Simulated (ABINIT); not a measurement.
The system is HfO2.

```
Hf O
1.0
     0.00000    2.55750    2.55750
     2.55750    0.00000    2.55750
     2.55750    2.55750    0.00000
Hf O
1 2
Direct
  0.00000 0.00000 0.00000
  0.75000 0.75000 0.75000
  0.25000 0.25000 0.25000
```

Measurements of this composition are mostly on another form, of space group No. 14.

Base run:

* Program: ABINIT 10.8.3 (patched build)
* Functional: AM05
* Potentials or basis: JTH PAW PBE v2.0
* Cutoff: 762 eV
* k mesh: 9 × 9 × 9
* Occupations: fermi-dirac, width 0.05 eV
* Spin: no spin polarisation

Its results: band gap on the k mesh 3.76 eV, indirect (least direct gap 3.88 eV); pressure -13.3 GPa.

Question: The run is repeated on the same cell with these changes: functional from AM05 to SCAN. What comes out?

Answer: Band gap on the k mesh 4.23 eV, indirect (least direct gap 4.34 eV); pressure -14.4 GPa.

SCAN gives the wider gap, since meta-GGAs in the generalised Kohn-Sham scheme recover part of the derivative discontinuity.

Caveats: the PAW data sets were made with another functional, which shifts forces and pressure a little; spin-orbit coupling is left out, which moves the levels of the heavy elements; an odd mesh through Γ misses points on the zone boundary, where band edges often lie.
